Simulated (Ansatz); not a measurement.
Ansatz input file:

```yaml
crystal:
  lattice:
    - [3.4384240568, -0.001061713, -0.0165892663]
    - [-1.7201314989, 2.9876892776, -0.0010724722]
    - [-0.1203425964, -0.0784633728, 24.8088669227]
  atoms:
    - { symbol: W, position: [0.6363979667, 0.3673389932, 0.1328153382] }
    - { symbol: W, position: [0.3520016047, 0.6482804318, 0.8599553014] }
    - { symbol: Se, position: [0.3212828599, 0.6333187767, 0.2153197495] }
    - { symbol: Se, position: [0.6853445764, 0.3525931145, 0.9292697248] }
    - { symbol: Se, position: [0.3425259758, 0.6543152096, 0.0698806176] }
    - { symbol: Se, position: [0.6624452764, 0.3441499939, 0.7927596839] }
basis:
  ecutwfc: 420
kpoints:
  mp_grid: { grid: [9, 9, 2] }
hamiltonian:
  xc: pbe
scf:
  occupations: { method: gaussian, width: 0.02 }
output:
  forces: true
  stress: true
  eigenvalues: true
  populations: true
```

It can be run as
```bash
ansatz run input.yaml --threads 1 --pin off --backend cpu --events-out ev --progress --plain --runs-dir out  # memory cap (--max-ram) not shown
```

These are results of Ansatz 0.2.0, DFT PBE, scalar-relativistic, plane waves, PAW, not measurements.

Abridged output (iterations and final results):

```
SCF iter   1: F=—  HF=-42647.546567 eV  |F-HF|=—  |Δ(HF+E_count)|=         —  Δρ=3.43e-3  dr2=2.29e-2  ethr=1.77e-3  ⟨swp⟩=7.9  Hψ=17745  notcnv=0  defer=1
SCF iter   2: F=—  HF=-42647.551137 eV  |F-HF|=—  |Δ(HF+E_count)|=   4.57e-3  Δρ=1.88e-3  dr2=6.78e-3  ethr=2.49e-5  ⟨swp⟩=2.9  Hψ=7398  notcnv=0  defer=216
SCF iter   3: F=—  HF=-42647.553711 eV  |F-HF|=—  |Δ(HF+E_count)|=   2.57e-3  Δρ=8.93e-4  dr2=3.77e-3  ethr=7.37e-6  ⟨swp⟩=2.0  Hψ=6272  notcnv=0  defer=216
SCF iter   4: F=—  HF=-42647.554365 eV  |F-HF|=—  |Δ(HF+E_count)|=   6.54e-4  Δρ=4.18e-4  dr2=3.01e-3  ethr=4.10e-6  ⟨swp⟩=2.0  Hψ=6040  notcnv=0  defer=216
SCF iter   5: F=—  HF=-42647.554166 eV  |F-HF|=—  |Δ(HF+E_count)|=   2.00e-4  Δρ=1.67e-4  dr2=2.17e-4  ethr=3.27e-6  ⟨swp⟩=2.0  Hψ=4892  notcnv=0  defer=216
SCF iter   6: F=—  HF=-42647.554183 eV  |F-HF|=—  |Δ(HF+E_count)|=   1.71e-5  Δρ=6.56e-5  dr2=4.26e-5  ethr=2.36e-7  ⟨swp⟩=2.0  Hψ=5673  notcnv=0  defer=216
SCF iter   7: F=—  HF=-42647.554068 eV  |F-HF|=—  |Δ(HF+E_count)|=   1.15e-4  Δρ=3.59e-5  dr2=5.96e-6  ethr=4.63e-8  ⟨swp⟩=2.0  Hψ=5438  notcnv=0  defer=216
SCF iter   8: F=—  HF=-42647.554068 eV  |F-HF|=—  |Δ(HF+E_count)|=   1.49e-7  Δρ=1.13e-5  dr2=4.97e-7  ethr=6.48e-9  ⟨swp⟩=2.0  Hψ=5738  notcnv=0  defer=216
SCF iter   9: F=—  HF=-42647.554068 eV  |F-HF|=—  |Δ(HF+E_count)|=   1.43e-7  Δρ=4.69e-6  dr2=1.40e-7  ethr=5.40e-10  ⟨swp⟩=2.4  Hψ=8030  notcnv=0  defer=216
SCF iter  10: F=-42647.554068 eV  HF=-42647.554068 eV  |F-HF|=1.36e-8  |Δ(HF+E_count)|=   5.16e-9  Δρ=2.42e-6  dr2=3.83e-8  ethr=1.09e-10  ⟨swp⟩=11.9  Hψ=18567  notcnv=0
SCF 1 converged in 10 iterations: F = -42647.554068 eV  dr2 = 3.83e-8
SCF converged after 10 iterations
Free energy (F): -42647.554068 eV
Harris-Foulkes:  -42647.554068 eV  (|F-HF|=1.36e-8)
Internal energy: -42647.554068 eV  (E = F + TS)
E sigma→0 (E₀):  -42647.554068 eV
Fermi energy:    3.970210 eV
--- Per-component energies (eV) ---
  E_band       = -2528.098068
  E_kinetic    = 1362.052146
  E_local      = -81040.685581  (includes V_loc(G=0)·N_el)
  E_nonlocal   = -2378.328978
  E_hartree    = 39884.747634
  E_xc         = -945.053819
  E_vxc        = -862.834063  (∫ρ·V_xc dr)
  E_paw        = -24771.870689  (= ΣΔE_a)
  E_vpaw       = 622.224250  (= ΣTr[D̂ρ^β])
  E_aug_tail   = -0.002484  (compensation charges beyond the density's cutoff)
  E_ewald      = 25241.587703
  E_smearing   =  0.000000  (= −TS)
--- Forces (eV/Å), atoms counted from 1 ---
  atom   1  W      2.66544079    -1.91153047     4.59366343
  atom   2  W     -1.43229345     1.41197817     0.63889065
  atom   3  Se    -0.40258106     0.52238612    -3.26004877
  atom   4  Se     0.53967106    -0.66120453    -1.05579068
  atom   5  Se    -2.25443530     1.38955959    -1.29395508
  atom   6  Se     0.88418553    -0.75117810     0.37722941
--- Stress (GPa, compression-positive) ---
       -3.680698      -0.878231       1.408211
       -0.878231      -4.914099      -0.597985
        1.408211      -0.597985      -4.298396
  P = ⅓ Tr σ = -4.2977 GPa (-42.977 kbar)
--- Band table (eV; the first three rows and the last of 82) ---
  k-point 0: bands = ["-70.8538", "-70.8257", "-44.3043", "-44.3002", "-44.2655", "-44.2467", "-44.2388", "-44.1638", "-44.1615", "-44.1530", "-44.1510", "-44.1302", "-44.1261", "-44.1217", "-44.1180", "-44.1119", "-44.1099", "-44.0220", "-44.0170", "-44.0091", "-43.9883", "-43.9854", "-35.0935", "-35.0176", "-34.9884", "-34.9793", "-34.9768", "-34.9697", "-10.8822", "-10.7602", "-9.7752", "-9.5759", "-2.5063", "-2.1043", "0.6398", "0.9116", "0.9502", "1.0484", "1.1548", "1.4307", "1.7292", "2.4398", "2.5628", "3.1136", "3.3832", "3.6439", "4.8278", "5.1737", "5.2830", "5.6738", "6.2338", "6.3035", "6.4927", "6.6131", "7.4133", "7.6854"]
  k-point 1: bands = ["-70.8538", "-70.8257", "-44.3043", "-44.3002", "-44.2655", "-44.2467", "-44.2388", "-44.1638", "-44.1615", "-44.1530", "-44.1510", "-44.1302", "-44.1261", "-44.1217", "-44.1180", "-44.1119", "-44.1099", "-44.0220", "-44.0170", "-44.0091", "-43.9883", "-43.9854", "-35.0935", "-35.0176", "-34.9884", "-34.9793", "-34.9768", "-34.9697", "-10.8822", "-10.7602", "-9.7752", "-9.5759", "-2.5063", "-2.1043", "0.6398", "0.9116", "0.9502", "1.0484", "1.1548", "1.4307", "1.7292", "2.4398", "2.5628", "3.1136", "3.3832", "3.6439", "4.8278", "5.1737", "5.2830", "5.6738", "6.2338", "6.3035", "6.4927", "6.6132", "7.4244", "7.6542"]
  k-point 2: bands = ["-70.8533", "-70.8252", "-44.3043", "-44.3000", "-44.2655", "-44.2468", "-44.2386", "-44.1637", "-44.1613", "-44.1530", "-44.1507", "-44.1302", "-44.1261", "-44.1217", "-44.1181", "-44.1118", "-44.1098", "-44.0220", "-44.0171", "-44.0089", "-43.9882", "-43.9854", "-35.0923", "-35.0148", "-34.9943", "-34.9932", "-34.9822", "-34.9813", "-10.7409", "-10.6309", "-9.6952", "-9.4796", "-2.3117", "-1.9134", "0.2814", "0.5030", "0.7769", "0.9848", "1.2068", "1.3374", "1.5917", "2.3212", "2.3769", "2.9075", "3.0992", "3.4909", "4.5671", "5.1256", "5.2302", "5.5009", "5.8042", "5.9455", "6.6394", "6.8744", "7.8675", "8.1357"]
  k-point 81: bands = ["-70.8493", "-70.8212", "-44.3036", "-44.2989", "-44.2654", "-44.2472", "-44.2378", "-44.1630", "-44.1601", "-44.1523", "-44.1497", "-44.1304", "-44.1266", "-44.1221", "-44.1185", "-44.1109", "-44.1088", "-44.0220", "-44.0160", "-44.0089", "-43.9877", "-43.9851", "-35.1070", "-35.0964", "-35.0662", "-35.0155", "-35.0073", "-34.9924", "-9.6270", "-9.4759", "-9.0928", "-8.6479", "-1.9844", "-1.8865", "-0.9546", "-0.7516", "-0.5393", "-0.4419", "0.1624", "0.3145", "1.3195", "1.3764", "1.7049", "2.0804", "2.7342", "3.1443", "4.7587", "5.2848", "5.2937", "5.4145", "5.8254", "6.1102", "7.2019", "7.5820", "8.2213", "8.6533"]
--- Löwdin populations: 6 sites ---
  site symbol q [e]
     0      W     13.5328
     1      W     13.5358
     2     Se     16.1832
     3     Se     16.1403
     4     Se     16.0785
     5     Se     16.1241
  spilling = 0.004405 (of n_electrons = 92.000000)
```

The calculation finished and met its thresholds.

Spin–orbit coupling is left out, which can shift energies with elements as heavy as these. The cell holds layers, and where no dispersion correction was added their binding is poorly described.